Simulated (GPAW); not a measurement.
A run of GPAW 26.7.0:

Contents of run.py:

```python
from ase import Atoms
from ase.dft.bandgap import bandgap
from ase.io import write
from ase.units import Bohr, GPa
from gpaw import GPAW, PW
from gpaw.elf import elf_from_dft_calculation

atoms = Atoms(['Sb'],
              cell=[[-1.8713408863, 1.8713408863, 1.8713408863],
                    [1.8713408863, -1.8713408863, 1.8713408863],
                    [1.8713408863, 1.8713408863, -1.8713408863]],
              scaled_positions=[[0.0, 0.0, 0.0]],
              pbc=True)

calc = GPAW(mode=PW(600),
            xc='PBE',
            kpts={'size': (10, 10, 10), 'gamma': True},
            occupations={'name': 'fermi-dirac', 'width': 0.05},
            nbands=15,
            convergence={'density': 1e-05, 'energy': 1e-05},
            maxiter=150,
            txt='gpaw.txt')
atoms.calc = calc
energy = atoms.get_potential_energy()
forces = atoms.get_forces()
stress = atoms.get_stress()
calc.write('gs.gpw')
write('result.traj', atoms)
print(f'Energy: {energy:.6f} eV')
print('Forces (eV/A):')
print(forces.round(4))
print('Stress (GPa):', (stress / GPa).round(3))
print('Fermi level:', round(calc.get_fermi_level(), 4), 'eV')
print(f'Gap: {bandgap(calc)[0]:.4f} eV, direct: {bandgap(calc, direct=True)[0]:.4f} eV')

# fields on the real-space grid
write('density.cube', atoms, data=calc.get_pseudo_density() * Bohr**3)
write('potential.cube', atoms, data=calc.get_electrostatic_potential())
write('elf.cube', atoms, data=elf_from_dft_calculation(calc).data)
```

Potentials or basis: GPAW PAW data sets (gpaw-data 1.2.1), pw.

Launch:

```console
$ OMP_NUM_THREADS=1 python run.py
```

Hardware: 1 thread of AMD EPYC 7B13 (Zen 3) (shared host).

Problem. How long does it take, and how much memory?

Solution. Wall time 7.5 s on 1 thread of AMD EPYC 7B13 (Zen 3) (shared host), peak memory 0.14 GiB. Counts: scf iterations 8, plane waves 909, bands 15, k points 47.
